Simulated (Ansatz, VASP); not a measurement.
# Two plane-wave programs on Zn

```
CELL_PARAMETERS angstrom
-1.54452 1.54452 1.54452
1.54452 -1.54452 1.54452
1.54452 1.54452 -1.54452
ATOMIC_POSITIONS crystal
Zn 0.00000 0.00000 0.00000
```

Alike in both runs: task single point; functional PBE; k mesh 16 × 16 × 16; occupations fermi-dirac, width 0.1 eV; no spin polarisation.

|  | VASP | Ansatz |
| --- | --- | --- |
| version | VASP 6.6.1 | Ansatz 0.2.0 |
| potentials or method | VASP PAW PBE potentials, release 64 (Zn) | plane waves (420 eV) with PAW, scalar-relativistic |
| plane-wave cutoff (eV) | 520 | 420 |
| valence electrons in the cell | 12 | 12 |

```csv
,VASP,Ansatz,Ansatz less VASP
pressure (GPa),3.6,3.2,-0.39
```
